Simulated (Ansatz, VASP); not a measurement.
Ag in VASP and in Ansatz

```xyz
2
Lattice="0.0000 3.1089 3.1089 3.1089 0.0000 3.1089 3.1089 3.1089 0.0000" Properties=species:S:1:pos:R:3 pbc="T T T"
Ag   -0.7772   -0.7772   -0.7772
Ag    0.7772    0.7772    0.7772
```

Change from the starting cell: volume scaled by 1, PAW files.

Alike in both runs: task single point; functional PBE; k mesh 12 × 12 × 12; occupations fermi-dirac, width 0.1 eV; no spin polarisation.

|  | VASP | Ansatz |
| --- | --- | --- |
| version | VASP 6.6.1 | Ansatz 0.2.0 |
| potentials or method | VASP PAW PBE potentials, release 64 (Ag) | PAW with Ansatz's default frozen-core files, scalar-relativistic |
| plane-wave cutoff (eV) | 520 | 420 |
| valence electrons in the cell | 22 | 38 |

|  | VASP | Ansatz | Ansatz less VASP |
| --- | --- | --- | --- |
| pressure (GPa) | 0.0 | 0.0 | +0.05 |

The functional is the same, so the differences come from potentials, cutoffs and numerics. The two sets of potentials don't hold the same shells in valence.
